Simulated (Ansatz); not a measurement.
Results of PBEsol (Ansatz, a quantum-chemistry and plane-wave program, PAW) for chalcopyrite CuInS₂.

Numerical settings: plane-wave cutoff 520 eV, 10×10×10 k mesh, Fermi–Dirac smearing 0.01 eV, no spin polarisation, scalar-relativistic PAW data made under PBE.

Energies at three volumes about the minimum:

| V (Å³/atom) | E − E_lowest (meV/atom) |
|---|---|
| 20.334 | 2.04 |
| 20.749 | 0.00 |
| 21.164 | 1.90 |

Task: Fit a parabola by hand: where is the minimum, and what is the bulk modulus?

Result: Slopes: (0.00 − 2.04)/(20.749 − 20.334) = -4.916 and (1.90 − 0.00)/(21.164 − 20.749) = 4.578 meV/Å³. Curvature E″ = 2 × (4.578 − (-4.916))/(21.164 − 20.334) = 22.877 meV/Å⁶. From the middle of the first interval, the slope vanishes at V0 = 20.5415 − (-4.916)/22.877 = 20.756 Å³/atom. B = V0 E″ = 20.756 × 22.877 meV/Å³ × 0.1602 GPa per meV/Å³ = 76.1 GPa. The full Birch–Murnaghan fit to all volumes gives V0 = 20.749 Å³/atom and B0 = 76.1 GPa.

Shape and atoms are relaxed at each volume.

Note: the gap of the solid is closed in this run; this level leaves the solid without a gap, although one is measured; the bulk modulus comes from volumes at which shape and atoms were relaxed.
